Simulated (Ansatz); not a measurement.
Crystal: Zn.

```
Zn
1.0
     3.77113    0.00000    0.00000
     0.00000    3.77113    0.00000
     0.00000    0.00000    3.77113
Zn
3
Direct
  0.00000 0.50000 0.50000
  0.50000 0.00000 0.50000
  0.50000 0.50000 0.00000
```

The cell was built by a generator and needn't be a form met in nature.

Base run:

| Item | Value |
| --- | --- |
| Program | Ansatz 0.2.0 |
| Functional | BLYP |
| Potentials or basis | Ansatz PAW |
| Cutoff | 420 eV |
| Density cutoff | 1680 eV |
| k mesh | 7 × 7 × 7 |
| Occupations | fermi-dirac, width 0.05 eV |
| Spin | no spin polarisation |

Its results: band gap on the k mesh none (metal or under the smearing width); pressure 4.1 GPa.

Q: After a change of settings the same cell gave: band gap on the k mesh none (metal or under the smearing width); pressure -3.8 GPa. Which change was it?
A. functional from BLYP to RPBE
B. functional from BLYP to revPBE
C. functional from BLYP to r2SCAN; cutoff from 420 eV to 500 eV; density cutoff from 1680 eV to 2000 eV
D. functional from BLYP to PBE

A: C.

Caveats: the PAW data sets come from PBE, with cores solved anew for the run's functional, which leaves a small shift of forces and pressure; the potentials were made for another functional, which shifts forces and pressure (some runs).

Not every run made on this cell is shown here.
